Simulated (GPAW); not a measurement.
Crystal: FeO (Wuestite).

```
CELL_PARAMETERS angstrom
0.00000 4.31080 4.31080
2.15540 0.00000 2.15540
2.15540 2.15540 0.00000
ATOMIC_POSITIONS crystal
Fe 0.00000 0.00000 0.00000
Fe 0.50000 0.00000 0.00000
O 0.25000 0.50000 0.50000
O 0.75000 0.50000 0.50000
```

Base run:

```yaml
Program: GPAW 26.7.0
Functional: PBEsol
Potentials_or_basis: PAW data sets generated in the run's folder for this functional
Cutoff: 800 eV
Basis: pw
k_mesh: 11 × 11 × 11
Occupations: fermi-dirac, width 0.05 eV
Spin: collinear spin, ferromagnetic start
Starting_moments: "[3.0, 3.0, 0.0, 0.0] μB"
```

Its results: band gap on the k mesh none (metal or under the smearing width); pressure -7.0 GPa.

Q: The run is repeated on the same cell with these changes: spin from collinear spin, ferromagnetic start to no spin polarisation. What comes out?

A: Band gap on the k mesh none (metal or under the smearing width); pressure -32.6 GPa.

Caveats: semilocal functionals often make such compounds metallic where correlation or magnetic order opens a gap, which also shifts bond lengths; a pressure of tens of GPa on the cell as given is suspect, and the run, the potentials or the cell itself is likely at fault (some runs).
